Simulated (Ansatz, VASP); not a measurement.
**One calculation of Lu, two programs**

The input INCAR:

```
PREC = Accurate ; ENCUT = 600
EDIFF = 1E-6 ; ISMEAR = -1
SIGMA = 0.05 ; LREAL = False
LASPH = True ; NELM = 100
ALGO = Normal ; ISIF = 3
LWAVE = False ; LCHARG = False
METAGGA = R2SCAN ; LMIXTAU = True
IBRION = 2 ; NSW = 60
EDIFFG = -0.005
```

KPOINTS

```
Automatic mesh
0
Gamma
  10 10 10
```

POSCAR

```
Lu
1.0
   -1.9541071088      1.9541071088      1.9541071088
    1.9541071088     -1.9541071088      1.9541071088
    1.9541071088      1.9541071088     -1.9541071088
Lu
1
Direct
    0.0000000000      0.0000000000      0.0000000000
```

input.yaml

```yaml
crystal:
  lattice:
    - [-1.9541071088, 1.9541071088, 1.9541071088]
    - [1.9541071088, -1.9541071088, 1.9541071088]
    - [1.9541071088, 1.9541071088, -1.9541071088]
  atoms:
    - { symbol: Lu, position: [0.0, 0.0, 0.0] }
hamiltonian:
  xc: r2scan
  pseudopotentials: { kind: paw }
kpoints:
  mp_grid: { grid: [10, 10, 10] }
scf:
  occupations: { method: fermi_dirac, width: 0.05 }
output:
  forces: true
  stress: true
  eigenvalues: true
  write_density: true
  write_potential: true
  elf: true
  volumetric_format: npy
relax:
  f_tol: 0.01
  max_steps: 40
  cell: { stress_tol: 0.05 }
```

This isn't the form of Lu at room conditions, which is hcp.

Alike in both runs: task relaxation of cell and atoms; functional r2SCAN; k mesh 10 × 10 × 10; occupations fermi-dirac, width 0.05 eV; no spin polarisation.

```csv
,VASP,Ansatz
version,VASP 6.6.1,Ansatz 0.2.0
potentials or method,"VASP PAW PBE potentials, release 64 (Lu)",Ansatz PAW
plane-wave cutoff (eV),600,500
valence electrons in the cell,25,25
```

Ansatz gave:

* gap on the k mesh at the Fermi level, each at its own relaxed structure (eV): none
* relaxed volume (Å³/atom): 29.49
* relaxed cell length with the largest relative difference (Å): 3.371

Q: Estimate VASP's values.

A: gap on the k mesh at the Fermi level, each at its own relaxed structure (eV): none; relaxed volume (Å³/atom): 29.66; relaxed cell length with the largest relative difference (Å): 3.378.

A gap of «none» marks a metal or a gap that the smearing closes.

Caveats: the PAW data sets were made with another functional, which shifts forces and pressure a little (VASP); the plane-wave basis is chosen anew once the cell has moved, so the energies of steps on either side of that aren't comparable (Ansatz); the PAW data sets come from PBE, with cores solved anew for the run's functional, which leaves a small shift of forces and pressure (Ansatz). Spin-orbit coupling is left out, which matters for the levels of Lu.
